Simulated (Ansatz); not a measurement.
## MgH2 (Pbcn):H_i (6-fold void), thermodynamic levels from a 72-atom cell

Aim: at which Fermi levels does H_i (6-fold void) in MgH2 (Pbcn) change its charge? The model is a cell of 72 host atoms with 1 H put in.

Method: place-levels on PBEsol runs: charge-transition levels and formation energies with image-charge correction and potential alignment at the atomic sites, in Ansatz 0.2.0.

Report form: the programs' logs are mostly left out.

### 1. The starting structure

The cell holds 73 atoms: 24 Mg and 49 H. Its edges and angles: a = 10.451 Å, b = 7.009 Å, c = 9.789 Å, α = 90.0°, β = 90.0°, γ = 98.6°. It derives from MgH2 (space group Pbcn). Nearest the centre at fractional (0.291, 0.583, 0.375): H73 at 0.00 Å, H25 at 1.93 Å, H35 at 1.93 Å, H19 at 1.96 Å, H16 at 1.96 Å, H13 at 2.02 Å, H59 at 2.02 Å, Mg1 at 2.25 Å.

Screening for the image-charge correction: ε∞ = (4.23, 4.33, 4.34), ε0 = (11.82, 11.40, 11.83), computed on the host (DFPT, PBEsol).

The cell's shortest repeat is 7.0 Å.

### 2. Charge states

A transition level is the Fermi level at which two charge states cost the same, so each charge needs its own total energy, at its own relaxed structure.

Each atom starts 0.08 Å or so off its site in a random direction. Forces are taken at the zone centre alone. The cell holds 1 electron more than the neutral one, with a uniform background that keeps it neutral on the whole.

One state's input; the others differ in charge, spin, start and seed, and in occupations where the table says so.

Contents of qm1.relax/input.yaml:

```yaml
crystal:
  lattice:
    - [8.95206301, 5.39366889, 0.0]
    - [-4.4760315, 5.39366889, 0.0]
    - [0.0, 0.0, 9.78929046]
  atoms:
    - { symbol: Mg, position: [0.11015604, 0.72031208, 0.375] }
    - { symbol: Mg, position: [0.44348938, 0.38697875, 0.375] }
[... 1 atom line left out ...]
    - { symbol: Mg, position: [0.22317729, 0.44635458, 0.125] }
[... 5 atom lines left out ...]
    - { symbol: Mg, position: [0.11015604, 0.22031208, 0.375] }
    - { symbol: Mg, position: [0.44348938, 0.88697875, 0.375] }
[... 1 atom line left out ...]
    - { symbol: H, position: [0.20797435, 0.68595284, 0.21055013] }
[... 2 atom lines left out ...]
    - { symbol: H, position: [0.27868955, 0.32738325, 0.28944987] }
[... 2 atom lines left out ...]
    - { symbol: H, position: [0.12535898, 0.48071382, 0.46055013] }
[... 3 atom lines left out ...]
    - { symbol: H, position: [0.38797711, 0.50595008, 0.03944987] }
[... 1 atom line left out ...]
    - { symbol: H, position: [0.27868955, 0.82738325, 0.46055013] }
[... 5 atom lines left out ...]
    - { symbol: H, position: [0.05464378, 0.33928342, 0.21055013] }
    - { symbol: H, position: [0.38797711, 0.00595008, 0.21055013] }
[... 1 atom line left out ...]
    - { symbol: H, position: [0.12535898, 0.98071382, 0.28944987] }
    - { symbol: H, position: [0.45869232, 0.64738049, 0.28944987] }
[... 4 atom lines left out ...]
    - { symbol: Mg, position: [0.22317729, 0.44635458, 0.625] }
[... 8 atom lines left out ...]
    - { symbol: H, position: [0.20797435, 0.68595284, 0.71055013] }
[... 9 atom lines left out ...]
    - { symbol: H, position: [0.38797711, 0.50595008, 0.53944987] }
[... 4 atom lines left out ...]
    - { symbol: H, position: [0.20797435, 0.18595284, 0.53944987] }
    - { symbol: H, position: [0.54130769, 0.85261951, 0.53944987] }
[... 7 atom lines left out ...]
    - { symbol: H, position: [0.29144, 0.582881, 0.375] }
  host:
    repeats: [1, 1, 2]
    atoms:
      - { symbol: Mg, position: [0.11015604, 0.72031208, 0.75] }
      - { symbol: Mg, position: [0.44348938, 0.38697875, 0.75] }
      # ... 34 more atoms of the perfect host
total_charge: -1
basis:
  ecutwfc: 420
  xc_grid: 2
hamiltonian:
  xc: pbesol
kpoints:
  mp_grid: { grid: [1, 1, 1] }
scf:
  occupations: { method: fixed }
  max_iter: 60
output:
  forces: true
  charged_corrections:
    epsilon: [4.23, 4.33, 4.34]
    static_epsilon: [11.82, 11.4, 11.83]
    defect_position: [0.29144, 0.582881, 0.375]
relax:
  f_tol: 0.02
  max_steps: 80
  random_displacement: { amplitude: 0.08, seed: 5339 }
checkpoint:
  write: "../qm1.relax.run"
  compress: false
  write_wavefunctions: true
  write_every: 100000
```

Command:

```bash
ansatz run input.yaml --threads 2 --pin off --max-ram 3768MiB --backend cpu --events-out ev --progress --plain --runs-dir out
```

The relaxed structure is kept and the sampling changed to a 2×2×2 shifted mesh.

The run of this state that the levels use, under PBEsol:

Contents of qm1.point/input.yaml:

```yaml
crystal:
  checkpoint: "../qm1.relax.run"
  host: checkpoint
total_charge: -1
basis:
  ecutwfc: 420
  xc_grid: 2
hamiltonian:
  xc: pbesol
kpoints:
  mp_grid: { grid: [2, 2, 2], shift: [0.5, 0.5, 0.5] }
scf:
  occupations: { method: fermi_dirac, width: 0.01 }
  max_iter: 60
output:
  forces: true
  eigenvalues: true
  charged_corrections:
    epsilon: [4.23, 4.33, 4.34]
    static_epsilon: [11.82, 11.4, 11.83]
    defect_position: [0.29144, 0.582881, 0.375]
  eigenstates: { localisation: true }
  populations: true
  band_densities: [{ bands: [v1, v1] }, { bands: [c1, c1] }]
  write_density: true
  write_potential: true
  volumetric_format: npy
checkpoint:
  read: "../qm1.relax.run"
  write: "../qm1.point.run"
  compress: false
  write_wavefunctions: false
  write_every: 100000
```

Relaxations under PBEsol at the zone centre alone; times on 2 threads of Arm Neoverse V2, shared host:

```csv
charge,moment (μB),occupations,outcome,steps,largest displacement against the far atoms (Å),time
−1,0,fixed,converged,9,0.76,35 s
0,1,fixed,converged,7,0.37,65 s
+1,0,fixed,converged,16,1.59,57 s
```

Single points under PBEsol at a 2×2×2 shifted mesh; times on 2 threads of Arm Neoverse V2, shared host:

| charge | moment (μB) | occupations | outcome | time |
| --- | --- | --- | --- | --- |
| −1 | 0 | fermi-dirac | converged | 73 s |
| 0 | 1 | fermi-dirac | converged | 2.5 min |
| +1 | 0 | fermi-dirac | converged | 75 s |

Distances (Å) from H73 to the nearest atoms after relaxation with PBEsol:

```csv
charge,moment (μB),1.,2.,3.,4.,5.,6.
−1,0,Mg 1.98,Mg 2.18,Mg 2.19,Mg 2.30,H 2.30,H 2.31
0,1,H 1.82,H 1.88,H 1.99,H 2.18,Mg 2.23,Mg 2.25
+1,0,H 0.79,Mg 2.19,H 2.25,Mg 2.27,H 2.40,Mg 2.40
```

### 3. Placing the levels, PBEsol

A charged cell interacts with its images and the background, and its potential has another zero than the host's. place-levels removes the first by a point-charge model, screened by the static dielectric constant since the ions have relaxed around the charge, and the second by comparing potentials at atoms far from the defect.

The host is a run of the defect-free crystal in the same cutoffs, grids and k-points, so that basis and sampling errors cancel in part in the differences. The host is run in a cell of 36 atoms on a matching mesh. Its band edges are searched through the zone by a band path, so the gap is smaller than, or equal to, that on the mesh. Chemical potentials are energies per atom of H (H2 molecule), run with the same functional and cutoff.

Contents of levels.point.yaml:

```yaml
host:
  run: host.point.run
states: [qm1.point.run, q0_M1.point.run, qp1.point.run]
geometry_from:
  qm1.point.run: qm1.relax.run
  q0_M1.point.run: q0_M1.relax.run
  qp1.point.run: qp1.relax.run
  host.point.run: host.relax.run
chemical_potentials:
  H:
    energy: -15.609288
    dataset: "<sha256 of the dataset>"
```

Command:

```bash
ansatz place-levels levels.point.yaml -- --threads 2 --pin off --max-ram 3768MiB
```

It took 0.19 s on 2 threads of Arm Neoverse V2, shared host.

Under PBEsol the gap is 3.39 eV, (+1/0) 3.16, (0/−1) 1.48 eV; the steps are inverted, so the lowest state changes at (+1/−1) 2.32 eV.

Levels between the charges placed, in eV above the valence top:

```csv
,gap (eV),(+1/0),(0/−1)
PBEsol,3.39,3.16,1.48
```

Corrections by state:

```
charge  moment (μB)  image terms and alignment (eV)  band filling (eV)                                  ε used  over the lowest of its charge, as the program ranks them, band filling apart (eV)
    +1          0.0                           0.203                  -  principal values (11.40, 11.82, 11.83)                                                                              0.000
     0          1.0                           0.000                  -                                       -                                                                              0.000
    −1          0.0                           0.093                  -  principal values (11.40, 11.82, 11.83)                                                                              0.000
```

From the program's caveats on the states, each cut to its opening words:

- charge +1, −1: how wide its charge is, is not read beside other atoms or cores, and a band state would take no correction
- charge +1: its alignment with the host at atomic sites is doubtful: a part of the defect, H at [0.2996, 0.2861, 0.2718], stands 2.33 Å off the defect's place or the [...]
- charge +1: its sublattices stand up to 0.0423 Å off the host's, which by the two runs' forces adds about +0.02 eV to its energy against the host's, and moves the band [...]
- charge +1: its displacements don't fall off away from the defect: farther atoms stand 0.05 Å off the host's places
- charge 0 (1 μB): its sublattices stand up to 0.0124 Å off the host's, which by the two runs' forces adds about +0.01 eV to its energy against the host's, and moves the band [...]
- charge 0 (1 μB): its displacements don't fall off away from the defect: farther atoms stand 0.017 Å off the host's places
- charge −1: its sublattices stand up to 0.0496 Å off the host's, which by the two runs' forces adds about +0.02 eV to its energy against the host's, and moves the band [...]
- charge −1: its displacements don't fall off away from the defect: farther atoms stand 0.081 Å off the host's places

The host's formation energy from the elements is -0.209 eV per atom; it sets how far the chemical potentials can move.

Limit set by the element alone; other compounds of these elements are not counted. Chemical potentials from the elements' reference states: H 0.00 eV, Mg -0.63 eV. Formation energies (H-rich), with the Fermi level at the valence top and at the conduction bottom (gap 3.39 eV):

```csv
charge,at valence top (eV),at conduction bottom (eV),correction included (eV)
+1,-1.00,2.40,0.20
0,2.16,2.16,0.00
−1,3.64,0.24,0.09
```

```
Fermi level (eV)  lowest formation energy (eV)
            0.00                         -1.00
            0.31                         -0.69
            0.62                         -0.38
            0.92                         -0.07
            1.23                          0.24
            1.54                          0.55
            1.85                          0.86
            2.16                          1.17
            2.47                          1.17
            2.78                          0.86
            3.09                          0.55
            3.39                          0.24
```

Limit set by the element alone; other compounds of these elements are not counted. Chemical potentials from the elements' reference states: Mg 0.00 eV, H -0.31 eV. Formation energy by charge state (Mg-rich; gap 3.39 eV):

```
charge  at valence top (eV)  at conduction bottom (eV)  correction included (eV)
    +1                -0.68                       2.71                      0.20
     0                 2.47                       2.47                      0.00
    −1                 3.95                       0.56                      0.09
```

```json
{"Fermi level (eV)": "0.00", "lowest formation energy (eV)": "-0.68"}
{"Fermi level (eV)": "0.31", "lowest formation energy (eV)": "-0.37"}
{"Fermi level (eV)": "0.62", "lowest formation energy (eV)": "-0.07"}
{"Fermi level (eV)": "0.92", "lowest formation energy (eV)": "0.24"}
{"Fermi level (eV)": "1.23", "lowest formation energy (eV)": "0.55"}
{"Fermi level (eV)": "1.54", "lowest formation energy (eV)": "0.86"}
{"Fermi level (eV)": "1.85", "lowest formation energy (eV)": "1.17"}
{"Fermi level (eV)": "2.16", "lowest formation energy (eV)": "1.48"}
{"Fermi level (eV)": "2.47", "lowest formation energy (eV)": "1.48"}
{"Fermi level (eV)": "2.78", "lowest formation energy (eV)": "1.17"}
{"Fermi level (eV)": "3.09", "lowest formation energy (eV)": "0.86"}
{"Fermi level (eV)": "3.39", "lowest formation energy (eV)": "0.56"}
```

### 4. The same at the relaxations' own k-points

The relaxations' own energies give the levels at their sampling, for comparison.

Contents of levels.relax_mesh.yaml:

```yaml
host:
  run: host.relax.run
states: [qm1.relax.run, q0_M1.relax.run, qp1.relax.run]
chemical_potentials:
  H:
    energy: -15.609288
    dataset: "<sha256 of the dataset>"
```

Command:

```bash
ansatz place-levels levels.relax_mesh.yaml -- --threads 2 --pin off --max-ram 3768MiB
```

It took 0.1 s on 2 threads.

Levels between neighbouring charges, in eV above the valence top:

```
                       gap (eV)  (+1/0)  (0/−1)
the zone centre alone      3.41    3.14    1.32
 a 2×2×2 shifted mesh      3.39    3.16    1.48
```

Going from the zone centre alone to a 2×2×2 shifted mesh moves the levels that carry no band-filling term by up to 0.16 eV and formation energies against the elements by up to 0.19 eV.

### 5. place-levels, LDA

LDA on the same structure is run to see how far the result rests on the functional, though not on the errors that semilocal functionals share; the sampling changes too, to the zone centre alone, so differences hold both changes.

qm1.lda/input.yaml, as its differences from qm1.point/input.yaml of step 2:

```diff
@@ -8,5 +8,5 @@
 hamiltonian:
-  xc: pbesol
+  xc: lda
 kpoints:
-  mp_grid: { grid: [2, 2, 2], shift: [0.5, 0.5, 0.5] }
+  mp_grid: { grid: [1, 1, 1] }
 scf:
@@ -28,4 +28,3 @@
 checkpoint:
-  read: "../qm1.relax.run"
-  write: "../qm1.point.run"
+  write: "../qm1.lda.run"
   compress: false
```

Run time: 8.2 s. Hardware: 2 threads; peak memory 0.68 GiB.

Contents of levels.lda.yaml:

```yaml
host:
  run: host.lda.run
states: [qm1.lda.run, q0_M1.lda.run, qp1.lda.run]
geometry_from:
  qm1.lda.run: qm1.relax.run
  q0_M1.lda.run: q0_M1.relax.run
  qp1.lda.run: qp1.relax.run
  host.lda.run: host.relax.run
chemical_potentials:
  H:
    energy: -15.478237
    dataset: "<sha256 of the dataset>"
```

Command:

```bash
ansatz place-levels levels.lda.yaml -- --threads 2 --pin off --max-ram 3768MiB
```

Elapsed: 0.19 s, on 2 threads.

Under LDA the gap is 3.28 eV, (+1/0) 3.08, (0/−1) 1.34 eV; the steps are inverted, so the lowest state changes at (+1/−1) 2.21 eV.

### 6. Side by side

Levels between neighbouring charges, in eV above each run's own valence top:

```
                                             gap (eV)  (+1/0)  (0/−1)  CPU time a state at this stage (restarts are quicker than cold starts)
                 PBEsol, 2×2×2 shifted mesh      3.39    3.16    1.48                                                                 3.2 min
LDA on PBEsol structures, zone centre alone      3.28    3.08    1.34                                                                    28 s
```

### 7. Summary of results

```
gap of the host                                                          : 3.39 eV (PBEsol)
level (plus 1/0)                                                         : 3.16 eV above the valence top, not a change between lowest states
level (0/minus 1)                                                        : 1.48 eV above the valence top, not a change between lowest states
level (plus 1/minus 1)                                                   : 2.32 eV above the valence top
lowest of the charges placed, just above the valence top (0.02 eV)       : +1
lowest of the charges placed, just below the conduction bottom (0.02 eV) : −1
lowest formation energy at mid-gap of the charges run, H-rich            : 0.70 eV
lowest formation energy at mid-gap of the charges run, Mg-rich           : 1.02 eV
```

Of the charges placed (−1, 0 and +1), the lowest changes at 2.32 eV (+1/−1) above the valence top, in a gap of 3.39 eV. (+1/−1) passes over charge 0, which lies 0.84 eV above the two there; a lower structure or spin state of it, if missed, would change that. Charges above +1 and below −1 were not placed, so these runs say nothing of levels that involve them. States placed: +1 at 0 μB; 0 at 1 μB; −1 at 0 μB. Other spin states or structures, where not listed, weren't placed. At charge +1 the atom put in ends up to 1.5 Å from its starting place, so the name tells the start alone and the levels can join different sites. Going from the zone centre alone to a 2×2×2 shifted mesh moves the levels that carry no band-filling term by up to 0.16 eV and formation energies against the elements by up to 0.19 eV. The program doubts the alignment of potentials for at least one state, a sign that the cell is small. What this leaves open: the images are only 7.0 Å apart; PBEsol makes the gap too small and tends to spread out bound carriers; force components of up to 0.13 eV/Å remain in a run at the final settings.

[Logs are printed without paths, hosts, clocks, repeated set-up lines and the standing remarks that a program may print on its own settings, such as how far it seeks lower states.]

[Hosts, paths, dates, database ids (printed as entryN), source tags and the programs' standing remarks are cut or masked in the printed files.]

[Where a table of states has a column of steps, it counts the stored structures, which are thinned; the runs took as many ionic steps or more.]

[A defect's name tells the site on which it was built; relaxed atoms can leave that site.]

[For some hosts the program warned that the k-mesh of the response run may be too coarse for force constants and the static dielectric constant; such warnings are not shown here.]
